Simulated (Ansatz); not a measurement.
**SiO$_{2}$: do energies and stresses tell the same story?**

Theory: Ansatz, DFT r2SCAN, scalar-relativistic, plane waves, PAW.

Cutoff 500 eV; k points 6×6×6 on the computed 6-atom cell (Γ-centred); Gaussian smearing, width 0.02 eV; no spin polarisation.

Relaxed cell: Fd-3m, a = 7.401 Å, b = 7.401 Å, c = 7.401 Å, α = 90.00°, β = 90.00°, γ = 90.00°, 6 atoms in the primitive cell. This form isn't the usual stable structure of the compound.

Energies at zero smearing and pressures from the stress tensor, at volumes with shape and atoms relaxed:
```json
{"V (Å³/atom)": "15.879", "E − E(first) (meV/atom)": "0.00", "P (GPa)": "11.00"}
{"V (Å³/atom)": "16.386", "E − E(first) (meV/atom)": "-25.24", "P (GPa)": "5.09"}
{"V (Å³/atom)": "16.893", "E − E(first) (meV/atom)": "-33.10", "P (GPa)": "0.00"}
{"V (Å³/atom)": "17.400", "E − E(first) (meV/atom)": "-25.97", "P (GPa)": "-4.40"}
{"V (Å³/atom)": "17.907", "E − E(first) (meV/atom)": "-5.92", "P (GPa)": "-8.19"}
```

Problem. Check P = −dE/dV between neighbouring volumes, and get the bulk modulus from the pressures alone.

Solution. With 1 eV/Å³ = 160.2 GPa:
```tsv
middle V (Å³/atom)	−ΔE/ΔV (GPa)	mean P (GPa)
16.133	7.978	8.049
16.640	2.485	2.547
17.146	-2.253	-2.198
17.653	-6.338	-6.291
```

The two differ by 0.07 GPa at most. The mean of two end pressures misses the average over a step by about ΔV² P″/12, up to 0.07 GPa here; with that taken off 0.00 GPa remains. Around V = 16.893 Å³/atom, the two neighbours give B = −V ΔP/ΔV = 16.893 × 9.49 / 1.014 = 158.2 GPa, against B0 = 157.6 GPa from the Birch–Murnaghan fit of the energies.